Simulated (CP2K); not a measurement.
SnSe under changes of volume

One of the cells (27.271 Å³/atom); the others are scaled copies at fixed shape and fractional positions:

```
Sn Se
1.0
     4.25678    0.00000    0.00000
     2.12839    3.68648    0.00000
     2.12839    1.22883    3.47565
Sn Se
1 1
Cartesian
  0.0000 0.0000 0.0000
  4.2568 2.4577 1.7378
```

Measurements of this composition are mostly on another form, of space group No. 62.

```yaml
Program: CP2K 2026.2
Functional: LDA
Potentials_or_basis: GTH_POTENTIALS Sn GTH-PADE-q4, Se GTH-PADE-q6; TZVP-MOLOPT-PBE-GTH basis
Density_cutoff: 6123 eV
k_mesh: 8 × 8 × 8
Occupations: fermi-dirac, width 0.05 eV
Spin: no spin polarisation
```

```tsv
volume (Å³/atom)	energy over the lowest point (meV/atom)	pressure (GPa)	gap on the mesh (eV)
25.635	0.00	-0.1	0.79
26.180	?	?	?
26.725	8.41	-2.3	0.69
27.271	17.89	-3.2	0.60
27.816	30.36	-4.1	0.52
28.362	45.57	-4.8	0.45
28.907	63.19	-5.5	0.38
```

Q: What does the run at 26.180 Å³/atom give?

A: Energy over the lowest point 2.30 meV/atom; pressure -1.3 GPa; gap on the mesh 0.76 eV.

Worked out: A Birch-Murnaghan fit of order 3 (a polynomial in V^(-2/3)) to the other rows has its minimum at 25.59 Å³/atom, just outside them, with B0 = V·E''(V) = 58 GPa and B' = 4.1. It gives 2.33 meV/atom at 26.180 Å³/atom, against the run's 2.30, and -dE/dV = -1.3 GPa, against -1.3. A parabola through the other rows of the gap, of slope -2.95 eV per unit of ln V there, gives 0.74 eV, against the run's 0.76.

Energies are extrapolated to zero smearing.

Caveats: spin-orbit coupling is left out, which moves the levels of the heavy elements; the basis of atomic orbitals isn't converged, which shifts pressures, moduli and gaps.

A mesh can miss the band edges.
